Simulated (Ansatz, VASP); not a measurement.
CdS: VASP beside Ansatz

```
Cd S
1.0
     4.16218    0.00000    0.00000
    -2.08109    3.60456    0.00000
     0.00000    0.00000    6.79370
Cd S
2 2
Direct
  0.33333 0.66667 0.00000
  0.66667 0.33333 0.50000
  0.33333 0.66667 0.38500
  0.66667 0.33333 0.88500
```

Change from the starting cell: volume scaled by 1.02.

Alike in both runs: task single point; functional LDA; k mesh 8 × 8 × 4; occupations fermi-dirac, width 0.02 eV; no spin polarisation.

```csv
,VASP,Ansatz
version,VASP 6.6.1,Ansatz 0.2.0
potentials or method,"VASP PAW LDA potentials, release 64 (Cd, S), cutoff 520 eV","all-electron LAPW, scalar-relativistic"
```

```tsv
	VASP	Ansatz	Ansatz less VASP
gap on the k mesh at the Fermi level (eV)	0.93	0.90	-0.028
pressure (GPa)	-3.3	-3.7	-0.41
largest component of the traceless stress (GPa)	1.10	1.03	-0.070
rms of the force components (eV/Å)	0.131	0.126	-0.0057
```

Atom by atom the forces differ by 0.006 eV/Å (rms over components). Ansatz ran all-electron here, so the differences hold the error of VASP's frozen core and of both bases.
